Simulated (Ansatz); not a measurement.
**Boltzmann transport of C at constant τ**

Level of theory: DFT PBE, scalar-relativistic, plane waves, PAW in Ansatz 0.2.0. Settings: 420 eV plane-wave cutoff, Γ-centred 12×12×12 mesh, Gaussian smearing of 0.02 eV. No spin polarisation.

The cell, relaxed at this level:
```
CELL_PARAMETERS angstrom
0.00000 1.78580 1.78580
1.78580 0.00000 1.78580
1.78580 1.78580 0.00000
ATOMIC_POSITIONS crystal
C 0.50000 0.50000 0.50000
C 0.75000 0.75000 0.75000
```

Constant relaxation time and rigid bands. The levels are interpolated over the whole zone and filled by a Fermi function at the stated temperature, with the chemical potential set by the electron count. The Kohn–Sham gap on the mesh is 4.15 eV and isn't corrected.

Problem. Give the Seebeck coefficient (μV/K; xx, yy, zz) and the conductivity masses (m_e; principal values, sorted) at 900 K against doping (cm⁻³).

Solution.
```
doping S              m*
n 1e18  -706 -706 -706  0.42 0.42 0.42
n 1e19  -507 -507 -507  0.42 0.42 0.42
n 1e20  -311 -311 -311  0.43 0.43 0.43
n 1e21  -134 -134 -134  0.44 0.44 0.44
p 1e18     675 675 675  0.51 0.51 0.51
p 1e19     476 476 476  0.51 0.51 0.51
p 1e20     282 282 282  0.51 0.51 0.51
p 1e21     112 112 112  0.53 0.53 0.53
```

Problem. At 10¹⁸ cm⁻³, which carrier is lighter?

Solution. Electrons, 0.42 against 0.51 m_e (harmonic means of the principal values).

Cost: 1 run of about 1.1 core-minutes, on Intel Xeon 6975P-C (Granite Rapids) (shared hosts).